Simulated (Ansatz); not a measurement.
**KF: moving K off its site**

KF, Fm-3m, a = 5.347 Å (as given, not relaxed at this level: -3.5 GPa). Ansatz: LDA, PAW, 420 eV, Γ-centred 8×8×8 mesh on 2 atoms, Gaussian smearing 0.05 eV; no spin polarisation.

```
CELL_PARAMETERS angstrom
0.00000 2.67350 2.67350
2.67350 0.00000 2.67350
2.67350 2.67350 0.00000
ATOMIC_POSITIONS crystal
K 0.00000 0.00000 0.00000
F 0.50000 0.50000 0.50000
```

Atom 1 (K) moves by x along the unit vector (1.000, 0.000, 0.000), with its periodic images; all else is held. y is the free energy of the cell over the start, F the force along the path summed over the moved atoms. Symmetry makes y even in x.

```
 x (Å) y (meV) F (eV/Å)
-0.200    26.14      0.29
-0.100        ?         ?
 0.000     0.00      0.00
 0.025     0.36     -0.03
 0.050     1.46     -0.06
 0.075     3.33     -0.09
 0.125     9.52     -0.16
 0.150    13.99     -0.20
 0.175    19.49     -0.24
```

Question: Fit y = c2 x² + c4 x⁴ to the energies of the other rows, give the force constant, and predict energy and force of the missing row.

Answer: Least squares on the rows shown. y = 580.97 x² + 1812.7 x⁴. The force constant is 2 c2 = 1.16 eV/Å², for the cell as given, at -3.5 GPa (for all images moving together, not for a lone atom). With two atoms in a cubic cell this is the optical mode at Γ without the LO field: ω = 521.5 √(2 c2/μ) = 157 cm⁻¹ for μ = 12.79 u. The force −dy/dx at the missing row is 0.12 eV/Å (computed 0.12). At x = -0.100 the fit asked for gives 5.99 meV. The run gave 5.99 meV, the same to the digits shown.